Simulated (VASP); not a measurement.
# Ru (P6_3/mmc) in VASP: a series of runs, part 3 of 3

VASP 6.6.1. The steps go on from the part before.

## Step 4: Relaxation of cell and atoms, PBE

INCAR reads:

```
ALGO = Normal ; EDIFF = 1E-7
EDIFFG = -0.005 ; ENCUT = 600
GGA = PE ; IBRION = 2
ISIF = 3 ; ISMEAR = 0
LASPH = T ; LCHARG = F
LREAL = F ; LWAVE = F
NELM = 80 ; NSW = 90
PREC = Accurate ; SIGMA = 0.1
```

KPOINTS reads:

```
k-points
0
Gamma
  18 18 10
```

POSCAR reads:

```
Ru
1.0
    2.7078263400      0.0000000000      0.0000000000
   -1.3539131700      2.3450464000      0.0000000000
    0.0000000000      0.0000000000      4.2681017800
Ru
2
Direct
    0.3333333300      0.6666666700      0.2500000000
    0.6666666700      0.3333333300      0.7500000000
```

Potentials or basis: VASP PAW PBE potentials, release 64 (Ru_pv).

Started as:

```bash
cat potpaw_PBE.64/Ru_pv/POTCAR > POTCAR
mpirun -np 1 vasp_std > vasp.out
```

OUTCAR:

```text
EDIFF = 1E-7
   EDIFFG = -0.005
   ENCUT = 600
   GGA = PE
   IBRION = 2
   ISIF = 3
   ISMEAR = 0
   LASPH = T
   LREAL = F
   NELM = 80
   NSW = 90
   PREC = Accurate

 ion  position               nearest neighbor table
   1  0.333  0.667  0.250-   2 2.65   2 2.65   2 2.65   2 2.65   2 2.65   2 2.65
   2  0.667  0.333  0.750-   1 2.65   1 2.65   1 2.65   1 2.65   1 2.65   1 2.65

  LATTYP: Found a hexagonal cell.
 ALAT       =     2.7078263400
 C/A-ratio  =     1.5762095659

  Lattice vectors:

 A1 = (   2.7078263400,   0.0000000000,   0.0000000000)
 A2 = (  -1.3539131700,   2.3450464000,   0.0000000000)
 A3 = (   0.0000000000,   0.0000000000,   4.2681017800)

Analysis of symmetry for initial positions (statically):
=====================================================================
 Subroutine PRICEL returns:
 Original cell was already a primitive cell.

 Routine SETGRP: Setting up the symmetry group for a
 hexagonal supercell.

 Subroutine GETGRP returns: Found 24 space group operations
 (whereof 12 operations were pure point group operations)
 out of a pool of 24 trial point group operations.

The static configuration has the point symmetry D_3d.
 The point group associated with its full space group is D_6h.

Analysis of symmetry for dynamics (positions and initial velocities):
=====================================================================
 Subroutine PRICEL returns:
 Original cell was already a primitive cell.

 Routine SETGRP: Setting up the symmetry group for a
 hexagonal supercell.

 Subroutine GETGRP returns: Found 24 space group operations
 (whereof 12 operations were pure point group operations)
 out of a pool of 24 trial point group operations.

The dynamic configuration has the point symmetry D_3d.
 The point group associated with its full space group is D_6h.

 Subroutine INISYM returns: Found 24 space group operations
 (whereof 12 operations are pure point group operations),
 and found     1 'primitive' translations

----------------------------------------------------------------------------------------

                                     Primitive cell

  volume of cell :      27.1024

  direct lattice vectors                    reciprocal lattice vectors
     2.707826340  0.000000000  0.000000000     0.369299901  0.213215397  0.000000000
    -1.353913170  2.345046400  0.000000000     0.000000000  0.426430795  0.000000000
     0.000000000  0.000000000  4.268101780     0.000000000  0.000000000  0.234296193

  length of vectors
     2.707826340  2.707826340  4.268101780     0.426430795  0.426430795  0.234296193

  position of ions in fractional coordinates (direct lattice)
     0.333333330  0.666666670  0.250000000
     0.666666670  0.333333330  0.750000000

  ion indices of the primitive-cell ions
   primitive index   ion index
                 1           1
                 2           2

----------------------------------------------------------------------------------------

 KPOINTS: k-points

Automatic generation of k-mesh.
 Grid dimensions read from file:
 generate k-points for:   18   18   10

 Generating k-lattice:

  Cartesian coordinates                     Fractional coordinates (reciprocal lattice)
     0.020516661  0.011845300  0.000000000     0.055555556  0.000000000  0.000000000
[... 46 lines left out ...]
   ions per type =               2
   NGX,Y,Z   is equivalent  to a cutoff of  14.73, 14.73, 14.02 a.u.
   NGXF,Y,Z  is equivalent  to a cutoff of  29.47, 29.47, 28.04 a.u.
 SYSTEM =  unknown system
   PREC   = accura    normal or accurate (medium, high low for compatibility)
   ISTART =      0    job   : 0-new  1-cont  2-samecut
   ICHARG =      2    charge: 1-file 2-atom 10-const
   ISPIN  =      1    spin polarized calculation?
   LNONCOLLINEAR =      F non collinear calculations
   LSORBIT =      F    spin-orbit coupling
   LASPH  =      T    aspherical Exc in radial PAW
   ENCUT  =  600.0 eV  44.10 Ry    6.64 a.u.   5.41  5.41  8.52*2*pi/ulx,y,z
   NELM   =     80;   NELMIN=  2; NELMDL= -5     # of ELM steps
   EDIFF  = 0.1E-06   stopping-criterion for ELM
   LREAL  =      F    real-space projection
   EDIFFG = -.5E-02   stopping-criterion for IOM
   NSW    =     90    number of steps for IOM
   IBRION =      2    ionic relax: 0-MD 1-quasi-New 2-CG
   NFREE  =      1    steps in history (QN), initial steepest desc. (CG)
   ISIF   =      3    stress and relaxation
   ISYM   =      2    0-nonsym 1-usesym 2-fastsym
   POTIM  = 0.5000    time-step for ionic-motion
   TEBEG  =    0.0;   TEEND  =   0.0 temperature during run
   PSTRESS=    0.0 pullay stress
   NELECT =      28.0000    total number of electrons
   NUPDOWN=      -1.0000    fix difference up-down
   EMIN   =  10.00;   EMAX   =-10.00  energy-range for DOS
   EFERMI =   0.00;   METHOD = LEGACY
   ISMEAR =     0;   SIGMA  =   0.10  broadening in eV -4-tet -1-fermi 0-gaus
   EFERMI_NEDOS =   21; number of points for ismear=-14 and -15
   IALGO  =     38    algorithm
   IMIX   =      4    mixing-type and parameters
     AMIX     =   0.40;   BMIX     =  1.00
     AMIX_MAG =   1.60;   BMIX_MAG =  1.00
  volume/ion in A,a.u.               =      13.55        91.45
  Fermi-wavevector in a.u.,A,eV,Ry     =   1.654977  3.127452 37.265640  2.738947
  Thomas-Fermi vector in A             =   2.743152
   LORBIT       =      0    0 simple, 1 ext, 2 COOP (PROOUT), +10 PAW based schemes
   GGA     = PE    functional components
   LHFCALC =     F    Hartree Fock is set to
   AEXX    =    0.0000 exact exchange contribution
   IVDW    =     0    specifies the selected vdW correction
   LEPSILON=     F    determine dielectric tensor
   LRPA    =     F    only Hartree local field effects (RPA)
 conjugate gradient relaxation of ions
 non-spin polarized calculation
 Gauss-broadening in eV      SIGMA  =   0.10
  energy-cutoff  :      600.00
  volume of cell :       27.10
 maximum number of plane-waves:       935
 NGX is ok and might be reduce to    24
   NGX = 11   NGY = 11   NGZ = 17

--------------------------------------- Ionic step        1  -------------------------------------------

 number of electron      28.0000001 magnetization

 Free energy of the ion-electron system (eV)
  ---------------------------------------------------
  ext. energy  EPLUGINS =         0.00000000
  ---------------------------------------------------
  free energy    TOTEN  =       -18.46511706 eV

  energy without entropy =      -18.45597429  energy(sigma->0) =      -18.46054568

------------------------ aborting loop because EDIFF is reached ----------------------------------------

  FORCE on cell =-STRESS in cart. coord.  units (eV):
  Direction    XX          YY          ZZ          XY          YZ          ZX
  --------------------------------------------------------------------------------------
  -------------------------------------------------------------------------------------
  Total        0.7680757      0.7680757      0.9920247      0.0000000      0.0000000      0.0000000
  in kB       45.4054079     45.4054080     58.6443351      0.0000000      0.0000000      0.0000000
  external PRESSURE =      49.8183837 kB  Pullay stress =       0.0000000 kB
[... 167 lines left out ...]
--------------------------------------- Ionic step        6  -------------------------------------------

 number of electron      28.0000004 magnetization

 Free energy of the ion-electron system (eV)
  ---------------------------------------------------
  ext. energy  EPLUGINS =         0.00000000
  ---------------------------------------------------
  free energy    TOTEN  =       -18.47161803 eV

  energy without entropy =      -18.46231105  energy(sigma->0) =      -18.46696454

 E-fermi :  12.5936     XC(G=0): -14.0370

 val. band max:       12.5911304919   @ k =   0.1667   0.1111   0.3000
 cond. band min:      12.5962451200   @ k =   0.4444   0.1111   0.5000
 fundamental gap:      0.0051146282
 Fermi energy:        12.5936221666

 k-point     1 :       0.0000    0.0000    0.0000
  band No.  band energies     occupation
      1     -30.9999      2.00000
      2     -30.1059      2.00000
      3     -30.1059      2.00000
      4     -29.9412      2.00000
      5     -29.9412      2.00000
      6     -29.9016      2.00000
[... 481 lines left out ...]
      5     -30.1809      2.00000
      6     -30.1054      2.00000
[... 10 lines left out ...]
     17      16.2793      0.00000
     18      19.8894      0.00000

 [... further k-points ...]

------------------------ aborting loop because EDIFF is reached ----------------------------------------

  FORCE on cell =-STRESS in cart. coord.  units (eV):
  Direction    XX          YY          ZZ          XY          YZ          ZX
  --------------------------------------------------------------------------------------
  -------------------------------------------------------------------------------------
  Total        0.0003028      0.0003028      0.0026847      0.0000000      0.0000000      0.0000000
  in kB        0.0176331      0.0176331      0.1563216      0.0000000      0.0000000      0.0000000
  external PRESSURE =       0.0638626 kB  Pullay stress =       0.0000000 kB
[... 17 lines left out ...]
  FREE ENERGIE OF THE ION-ELECTRON SYSTEM (eV)
  ---------------------------------------------------
  free  energy   TOTEN  =       -18.4716180336 eV

  energy  without entropy=      -18.4623110496  energy(sigma->0) =      -18.46696454

 reached required accuracy - stopping structural energy minimisation
```

OSZICAR:

```text
N       E                     dE             d eps       ncg     rms          rms(c)
DAV:   1     0.308869966305E+03    0.30887E+03   -0.19448E+04  7992   0.192E+03
DAV:   2    -0.124011268144E+02   -0.32127E+03   -0.31548E+03  8458   0.523E+02
DAV:   3    -0.197319537168E+02   -0.73308E+01   -0.71318E+01  8438   0.837E+01
DAV:   4    -0.198062989660E+02   -0.74345E-01   -0.74093E-01  9596   0.749E+00
[... 51 lines left out ...]
DAV:   1    -0.184716623725E+02   -0.49147E-04   -0.16880E-03  8082   0.362E-01    0.408E-02
DAV:   2    -0.184716255459E+02    0.36827E-04   -0.55411E-05  8052   0.718E-02    0.167E-02
DAV:   3    -0.184716181529E+02    0.73930E-05   -0.24404E-05  9384   0.351E-02    0.354E-03
DAV:   4    -0.184716180457E+02    0.10722E-06   -0.87542E-07  9194   0.107E-02    0.176E-03
DAV:   5    -0.184716180336E+02    0.12094E-07   -0.97808E-08  4766   0.204E-03
   6 F= -.18471618E+02 E0= -.18466965E+02  d E =-.205386E-04
```

Run time: 2.4 min. Hardware: 1 thread of Intel Xeon 6975P-C (Granite Rapids), shared host; peak memory 0.25 GiB.

Results:

```
Free energy                            : -18.4716 eV
Relaxed volume                         : 13.76 Å³/atom
Relaxed cell                           : a = 2.719 Å, b = 2.719 Å, c = 4.296 Å, α = 90.00°, β = 90.00°, γ = 120.00°
Space group after relaxing (to 0.05 Å) : P6_3/mmc (No. 194)
Energy gained by relaxing              : 3.3 meV/atom
Ionic steps                            : 6
Pressure after relaxing                : 0.0 GPa
Band gap on the k mesh                 : none (metal or under the smearing width)
```

Step by step:
| step | energy change (eV) | largest force (eV/Å) | pressure (GPa) | volume (Å³) |
| --- | --- | --- | --- | --- |
| 1 | 0.0000 | 0.0000 | 4.98 | 27.10 |
| 2 | 0.0467 | 0.0000 | -12.71 | 28.79 |
| 3 | -0.0065 | 0.0000 | -0.11 | 27.53 |
| 4 | -0.0065 | 0.0000 | -0.01 | 27.52 |
| 5 | -0.0065 | 0.0000 | 0.03 | 27.51 |
| 6 | -0.0065 | 0.0000 | 0.01 | 27.52 |

Final structure:
```
Ru
1.0
     2.71948    0.00000    0.00000
    -1.35974    2.35514    0.00000
     0.00000    0.00000    4.29619
Ru
2
Direct
  0.33333 0.66667 0.25000
  0.66667 0.33333 0.75000
```

Levels at points of the mesh, in eV from the Fermi level:
```tsv
k point	band 12	band 13	band 14	band 15	band 16	band 17
(0.00, 0.00, 0.00)	-1.87	-1.87	-1.37	-1.37	1.17	1.17
(0.50, 0.00, 0.00)	-1.77	-1.48	1.39	1.80	1.89	4.00
(0.00, 0.00, 0.50)	-2.70	-2.65	-2.65	0.54	0.54	0.54
(0.50, 0.00, 0.50)	-1.04	0.45	0.45	1.64	1.64	3.35
```

## Step 5: Overview

```csv
level,potentials or basis,gap on the mesh (eV),pressure (GPa),relaxed volume (Å³/atom)
PBEsol,"VASP PAW PBE potentials, release 64 (Ru_pv)",none,0.0,13.32
LDA,"VASP PAW LDA potentials, release 64 (Ru_pv)",none,0.0,13.12
PBE,"VASP PAW PBE potentials, release 64 (Ru_pv)",none,0.0,13.76
```

Alike in all rows: task relaxation of cell and atoms; no spin polarisation; cell relaxed; k mesh 18 × 18 × 10; cutoff (eV) 600; smearing gaussian 0.1 eV.

Caveats: the PAW data sets were made with another functional, which shifts forces and pressure a little (some runs).

Absolute energies hang on the potentials; compare differences alone.
